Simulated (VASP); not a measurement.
A run of VASP 6.6.1 is set up as follows.

POSCAR

```
Li
1.0
    0.0000000000      2.2404706408      2.2404706408
    2.2404706408      0.0000000000      2.2404706408
    2.2404706408      2.2404706408      0.0000000000
Li
1
Direct
    0.0000000000      0.0000000000      0.0000000000
```

INCAR.step1

```
SYSTEM = Li
PREC = Accurate ; ENCUT = 520
ISMEAR = -1 ; SIGMA = 0.15
LREAL = .FALSE. ; LASPH = .TRUE.
NELM = 100 ; NBANDS = 8
GGA = PE ; ALGO = Normal
EDIFF = 1E-4 ; LWAVE = .TRUE.
LCHARG = .FALSE.
```

Contents of INCAR.step2:

```
SYSTEM = Li
PREC = Accurate ; ENCUT = 520
EDIFF = 1E-6 ; ISMEAR = -1
SIGMA = 0.15 ; LREAL = .FALSE.
LASPH = .TRUE. ; NELM = 100
ALGO = Normal ; ISIF = 2
LWAVE = .FALSE. ; LCHARG = .FALSE.
METAGGA = R2SCAN ; LMIXTAU = .TRUE.
NBANDS = 8 ; ISTART = 1
```

Contents of KPOINTS:

```
Automatic mesh
0
G
  9 9 9
  0 0 0
```

Potentials or basis: VASP PAW PBE potentials, release 64 (Li_sv).

Launch:

```console
$ cat potpaw_PBE.64/Li_sv/POTCAR > POTCAR
$ cp INCAR.step1 INCAR
$ mpirun -np 1 vasp_std > vasp.out
$ cp INCAR.step2 INCAR
$ mpirun -np 1 vasp_std > vasp.out
```

Task: What does it give for the band gap on the k mesh?

Result: None (metal or under the smearing width).
